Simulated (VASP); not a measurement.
Write the native input for VASP 6.6.1 that does the following.

```yaml
Task: relaxation of cell and atoms
Functional: r2SCAN
Potentials_or_basis: VASP PAW PBE potentials, release 64 (B, N)
Cutoff: 600 eV
k_mesh: 12 × 12 × 4
Occupations: gaussian, width 0.02 eV
Spin: no spin polarisation
Further_INCAR_settings: ALGO = Normal; EDIFF = 1e-07; IBRION = 2; EDIFFG = -0.004; NSW = 80; ISIF = 3
```

The structure of BN lies in POSCAR:

```
BN
1.0
    2.4982400000      0.0000000000      0.0000000000
   -1.2491200000      2.1635393000      0.0000000000
    0.0000000000      0.0000000000      6.6357000000
B N
2 2
Direct
    0.3333333300      0.6666666700      0.2500000000
    0.6666666700      0.3333333300      0.7500000000
    0.3333333300      0.6666666700      0.7500000000
    0.6666666700      0.3333333300      0.2500000000
```

One way to write it, as run:

INCAR

```
SYSTEM = BN
PREC = Accurate
ENCUT = 600
EDIFF = 1E-7
ISMEAR = 0
SIGMA = 0.02
LREAL = .False.
LASPH = .True.
NELM = 60
ALGO = Normal
ISIF = 3
LWAVE = .False.
LCHARG = .False.
METAGGA = R2SCAN
LMIXTAU = .True.
IBRION = 2
NSW = 80
EDIFFG = -0.004
```

KPOINTS

```
Automatic mesh
0
Gamma
  12 12 4
  0 0 0
```

Potentials or basis: VASP PAW PBE potentials, release 64 (B, N).

Command:

```console
$ cat potpaw_PBE.64/B/POTCAR potpaw_PBE.64/N/POTCAR > POTCAR
$ mpirun -np 1 vasp_std > vasp.out
```

It gave:

```json
{
 "Relaxed volume": "9.28 Å³/atom",
 "Relaxed cell": "a = 2.503 Å, b = 2.503 Å, c = 6.841 Å, α = 90.00°, β = 90.00°, γ = 120.00°",
 "Space group after relaxing (to 0.05 Å)": "P6_3/mmc (No. 194)",
 "Energy gained by relaxing": "0.9 meV/atom",
 "Ionic steps": "11",
 "Pressure after relaxing": "0.0 GPa",
 "Band gap on the k mesh": "4.92 eV, indirect (least direct gap 5.37 eV)"
}
```

Caveat: the PAW data sets were made with another functional, which shifts forces and pressure a little.

It took 7.6 min on 1 thread of Intel(R) Xeon(R) 6975P-C (Granite Rapids) (shared host), peak memory 0.17 GiB.
